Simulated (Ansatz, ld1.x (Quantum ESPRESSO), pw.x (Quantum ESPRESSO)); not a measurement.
## pw.x on fcc V: one setting changed

Potential: PAW, ld1.x (Quantum ESPRESSO) 7.5, PBE; core [Ar], reference 3d4 4s1 4p0; waves: 4s (bound): rcut 1.90, rcutus 2.65 bohr; 4s channel at 0.5 Ry: rcut 1.90, rcutus 2.65 bohr; 4p (bound, empty): rcut 2.30, rcutus 3.05 bohr; 4p channel at 0.55 Ry: rcut 2.30, rcutus 3.05 bohr; 3d (bound): rcut 1.35, rcutus 1.45 bohr; 3d channel at 2.15 Ry: rcut 1.35, rcutus 1.45 bohr; local part: all-electron potential smoothed inside 2.24 bohr (lloc = -2); core correction: none; augmentation: BESSEL, radius 1.40 bohr.

The reference run (k-mesh 15³, cutoffs 100/900 Ry, Fermi–Dirac 0.01 Ry, mixing_beta 0.4, conv_thr 1e-9, no spin) gives -2.86 GPa at 13.969 Å³/atom, where all-electron LAPW gives -0.35 GPa. This run, with its own iteration cap, changes diagonalization to rmm-davidson.

```
&control
  calculation='scf', prefix='x', pseudo_dir='./', outdir='./tmp', tstress=.true., disk_io='none'
/
&system
  ibrav=0, nat=1, ntyp=1, ecutwfc=100, ecutrho=900, nbnd=9,
  occupations='smearing', smearing='fd', degauss=0.01
/
&electrons
  conv_thr=1e-09, mixing_beta=0.4, electron_maxstep=50, diagonalization='rmm-davidson'
/
ATOMIC_SPECIES
V 1.0 V.UPF
CELL_PARAMETERS angstrom
  0.00000000 1.91151821 1.91151821
  1.91151821 0.00000000 1.91151821
  1.91151821 1.91151821 0.00000000
ATOMIC_POSITIONS crystal
V 0.0000 0.0000 0.0000
K_POINTS automatic
15 15 15 0 0 0
```

```bash
pw.x < V.scf.in > V.scf.out
```

**Question.** How does the run end?

**Answer.** It converges in 11 iterations; the free energy moves by +0.0 meV/atom and the pressure by +0.00 GPa. The result is that of the reference run.

```
Message from routine setup:
     using ibrav=0 with symmetry is DISCOURAGED, use correct ibrav instead
     lattice parameter (alat)  =       5.1085  a.u.
     unit-cell volume          =      94.2675 (a.u.)^3
     number of electrons       =         5.00
     number of Kohn-Sham states=            9
     kinetic-energy cutoff     =     100.0000  Ry
     charge density cutoff     =     900.0000  Ry
     scf convergence threshold =      1.0E-09
     Exchange-correlation= SLA  PW   PBX  PBC
     number of k points=   120  Fermi-Dirac smearing, width (Ry)=  0.0100
     iteration #  1     ecut=   100.00 Ry     beta= 0.40
     total energy              =     -97.56930698 Ry
     estimated scf accuracy    <       0.44013923 Ry
     iteration #  2     ecut=   100.00 Ry     beta= 0.40
     total energy              =     -97.61225033 Ry
     estimated scf accuracy    <       0.01249028 Ry
     iteration #  3     ecut=   100.00 Ry     beta= 0.40
     total energy              =     -97.61383500 Ry
     estimated scf accuracy    <       0.00026736 Ry
     iteration #  4     ecut=   100.00 Ry     beta= 0.40
     total energy              =     -97.61410102 Ry
     estimated scf accuracy    <       0.00044645 Ry
     iteration #  5     ecut=   100.00 Ry     beta= 0.40
     total energy              =     -97.61412815 Ry
     estimated scf accuracy    <       0.00001214 Ry
     iteration #  6     ecut=   100.00 Ry     beta= 0.40
     total energy              =     -97.61413322 Ry
     estimated scf accuracy    <       0.00000050 Ry
     iteration #  7     ecut=   100.00 Ry     beta= 0.40
     total energy              =     -97.61413355 Ry
     estimated scf accuracy    <       0.00000029 Ry
     iteration #  8     ecut=   100.00 Ry     beta= 0.40
     total energy              =     -97.61413348 Ry
     estimated scf accuracy    <       0.00000006 Ry
     iteration #  9     ecut=   100.00 Ry     beta= 0.40
     total energy              =     -97.61413351 Ry
     estimated scf accuracy    <       0.00000004 Ry
     iteration # 10     ecut=   100.00 Ry     beta= 0.40
     total energy              =     -97.61413351 Ry
     estimated scf accuracy    <          2.4E-09 Ry
     iteration # 11     ecut=   100.00 Ry     beta= 0.40
     the Fermi energy is    10.6093 ev
!    total energy              =     -97.61413351 Ry
     estimated scf accuracy    <          1.7E-10 Ry
     smearing contrib. (-TS)   =      -0.00808651 Ry
     The total energy is F=E-TS. E is the sum of the following terms:
     one-electron contribution =       7.83702105 Ry
     hartree contribution      =       0.70002484 Ry
     xc contribution           =      -3.57894839 Ry
     ewald contribution        =     -15.86569063 Ry
     one-center paw contrib.   =     -86.69845388 Ry
     convergence has been achieved in  11 iterations
          total   stress  (Ry/bohr**3)                   (kbar)     P=      -28.61
     Message from routine punch:
     Nothing written, as per user request (disk_io='none')
```

The run took about 44 s on one core of a shared host (Neoverse-V1, 32 threads, 247 GiB, load 10).
